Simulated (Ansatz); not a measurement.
A (111) slab of GaSb (F-43m (No. 216)), 8 planes, outer planes Ga (top) and Sb (bottom), with 8 atoms (Ga4Sb4) in a surface cell of A = 16.172 Å², as cut from the bulk:

```
CELL_PARAMETERS angstrom
4.32129 0.00000 0.00000
-2.16065 3.74235 0.00000
0.00000 0.00000 26.46704
ATOMIC_POSITIONS crystal
Sb 0.00000 0.00000 0.28337
Ga 0.33333 0.66667 0.31670
Sb 0.33333 0.66667 0.41668
Ga 0.66667 0.33333 0.45001
Sb 0.66667 0.33333 0.54999
Ga 0.00000 0.00000 0.58332
Sb 0.00000 0.00000 0.68330
Ga 0.33333 0.66667 0.71663
```

These are results of Ansatz 0.2.0, DFT PBEsol, scalar-relativistic, plane waves, PAW, not measurements. Cutoff 420 eV; k points 9×9×1 on the computed 8-atom cell (Γ-centred); Gaussian smearing, width 0.10 eV; no spin polarisation. A dipole correction removes the field between periodic images along c.

Against the same 8 atoms in the bulk, the slab as cut lies 1.864 eV higher and the relaxed slab 1.828 eV higher.

Question: Work out the surface energy before and after relaxation.

Answer: The slab has two faces, so γ = (E_slab − N·E_bulk)/(2A), the mean of both. As cut: 1.864/(2 × 16.172) = 0.0576 eV/Å², and 1 eV/Å² = 16.02 J/m², so γ = 0.92 J/m². Relaxed: 1.828/(2 × 16.172) = 0.0565 eV/Å² = 0.91 J/m². Relaxation recovers 1.9 % of the cost of cutting.

Question: What is the ideal work of this cut, per area?

Answer: Griffith's ideal work is 2γ: 1.85 J/m² if the new faces stay rigid, 1.81 J/m² if they relax. Other cuts parallel to this plane can cost less. One thickness was run, 8 planes, so γ can still shift with it.

Relaxation lowers the mean surface energy only from 0.92 to 0.91 J/m², so nearly all of the cost is that of breaking bonds. The cut runs between the widely spaced planes and severs one Ga–Sb bond per surface cell, leaving each outer atom with three back bonds. The alternative cut, between the closely spaced planes, would break three bonds per cell and would probably cost more.

The small gain fits the geometry of the cell. Surface Ga favours a flatter, sp²-like arrangement and surface Sb a pyramidal one with a lone pair, but in a primitive surface cell with fixed in-plane spacing, flattening the Ga layer compresses its back bonds. The cell also excludes the vacancies and adatoms by which polar III–V faces usually satisfy electron counting. The small relaxation energy is therefore no evidence that the unreconstructed faces are stable. Nor can the mean be divided between the Ga and Sb faces, whose dangling bonds differ in energy and filling and can exchange charge through so thin a slab.
